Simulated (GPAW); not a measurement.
Runs of GPAW 26.7.0 on MnO2. It takes space group P-3m1 (No. 164, trigonal). The conventional cell has a = 2.857 Å, b = 2.857 Å, c = 4.601 Å, α = 90.00°, β = 90.00°, γ = 120.00°. Mn (site symmetry -3m) is surrounded by 6 O at 1.90 Å. O (site symmetry 3m) has 3 Mn at 1.90 Å as nearest neighbours. Measurements of this composition are mostly on another form, of space group No. 136.

```tsv
task	level	potentials or basis	k mesh	cutoff (eV)	smearing	response ecut	lines	maxiter	response k mesh	response bands	gap on the mesh (eV)	pressure (GPa)	moment (μB)	largest force (eV/Å)
magnons	LDA	the program's PAW data sets (release 1.2.1) made for this functional, pw	9 × 9 × 5	600	fermi-dirac 0.001 eV	150 eV	2	150	8 × 8 × 4	38	0.43	-	3.00	-
single point	AM05	PAW data sets generated in the run's folder for this functional, pw	9 × 9 × 5	650	fermi-dirac 0.05 eV	-	-	80	-	-	0.63	(b)	3.00	(a)
single point	LDA	the program's PAW data sets (release 1.2.1) made for this functional, pw	9 × 9 × 5	600	fermi-dirac 0.05 eV	-	-	80	-	-	0.43	-13.5	3.00	0.48
electron localisation function	BLYP+D3(BJ)	PAW data sets generated in the run's folder for this functional, pw	11 × 11 × 6	800	gaussian 0.1 eV	-	-	150	-	-	0.73	5.6	3.00	0.46
single point	PBEsol	PAW data sets generated in the run's folder for this functional, pw	11 × 11 × 6	800	gaussian 0.1 eV	-	-	150	-	-	0.71	0.9	3.00	0.07
```

Alike in all rows: spin collinear, ferromagnetic start; cell as given.

**Question.** Fill in the values left out.

**Answer.** (a) 0.05; (b) -0.8.

Caveats: a cell with one magnetic atom can't hold antiferromagnetic order, which such compounds often take; an odd mesh through Γ misses points on the zone boundary, where band edges often lie (some runs); the cutoff is short for stress and forces, so pressures can be off by a GPa or more (some runs); the number of bands moves the energies at small q by some ten meV (some runs); the exchange constants hang on this mesh and on the site radius (some runs).
